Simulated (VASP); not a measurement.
A run of VASP 6.6.1:

File INCAR:

```
PREC = Accurate ; ENCUT = 680
EDIFF = 1E-6 ; ISMEAR = 1
SIGMA = 0.1 ; LREAL = False
LASPH = True ; NELM = 100
ALGO = Fast ; ISIF = 3
LWAVE = False ; LCHARG = False
GGA = B5 ; ALDAX = 1.0
AGGAX = 1.0 ; AGGAC = 1.0
ALDAC = 0.0 ; IBRION = 2
NSW = 40 ; EDIFFG = -0.005
```

The input Be.cif:

```cif
data_Be
_cell_length_a 2.23274000
_cell_length_b 2.23274000
_cell_length_c 2.06565000
_cell_angle_alpha 90.00000000
_cell_angle_beta 90.00000000
_cell_angle_gamma 90.00000000
_space_group_name_H-M_alt 'P4/mmm'
_space_group_name_Hall '-P 4 2'
_space_group_IT_number 123
loop_
_space_group_symop_operation_xyz
'x,y,z'
'-x,-y,-z'
'-y,x,z'
'y,-x,-z'
'-x,-y,z'
'x,y,-z'
'y,-x,z'
'-y,x,-z'
'x,-y,-z'
'-x,y,z'
'-y,-x,-z'
'y,x,z'
'-x,y,-z'
'x,-y,z'
'y,x,-z'
'-y,-x,z'
loop_
_atom_site_label
_atom_site_type_symbol
_atom_site_symmetry_multiplicity
_atom_site_Wyckoff_symbol
_atom_site_fract_x
_atom_site_fract_y
_atom_site_fract_z
_atom_site_occupancy
Be1 Be 1 c 0.5000000000 0.5000000000 0.0000000000 1
```

File KPOINTS:

```
Automatic mesh
0
Gamma
  12 12 13
```

POSCAR

```
Be
 1.0000000000000000
     2.2327400000000002    0.0000000000000000    0.0000000000000000
     0.0000000000000000    2.2327400000000002    0.0000000000000000
     0.0000000000000000    0.0000000000000000    2.0656500000000002
 Be 
   1
Cartesian
  1.1163700000000001  1.1163700000000001  0.0000000000000000
```

Potentials or basis: VASP PAW PBE potentials, release 64 (Be_sv_GW).

Command:

```console
$ ase convert -i cif -o vasp Be.cif POSCAR
$ cat potpaw_PBE.64/Be_sv_GW/POTCAR > POTCAR
$ mpirun -np 1 vasp_std > vasp.out
```

Hardware: 1 thread of AMD EPYC 7R13 Processor (Zen 3), with other jobs on the host.

Q: Estimate the wall time of this run.

A: Wall time 77 s on 1 thread of AMD EPYC 7R13 Processor (Zen 3), on a shared host, peak memory 0.1 GiB. Counts: scf iterations 49, k points 196, ion steps 10.
